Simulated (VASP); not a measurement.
Crystal: SrO.

```xyz
2
Lattice="0.0000 2.5663 2.5663 2.5663 0.0000 2.5663 2.5663 2.5663 0.0000" Properties=species:S:1:pos:R:3 pbc="T T T"
Sr    2.5663    2.5663    2.5663
O     0.0000    0.0000    0.0000
```

Base run:

* Program: VASP 6.6.1
* Functional: PBEsol
* Potentials or basis: VASP PAW PBE potentials, release 64 (Sr_sv, O)
* Cutoff: 520 eV
* k mesh: 9 × 9 × 9
* Occupations: fermi-dirac, width 0.05 eV
* Spin: no spin polarisation

Its results: band gap on the k mesh 3.21 eV, indirect (least direct gap 3.30 eV); pressure 0.1 GPa.

Problem. The run is repeated on the same cell with these changes: functional from PBEsol to BLYP. What comes out?

Solution. Band gap on the k mesh 3.45 eV, indirect (least direct gap 3.54 eV); pressure 6.9 GPa.

BLYP binds less tightly than PBEsol, so the same cell stands under more pressure.

Caveats: the PAW data sets were made with another functional, which shifts forces and pressure a little.

A k mesh can miss the band edges.

Not every run made on this cell is shown here.
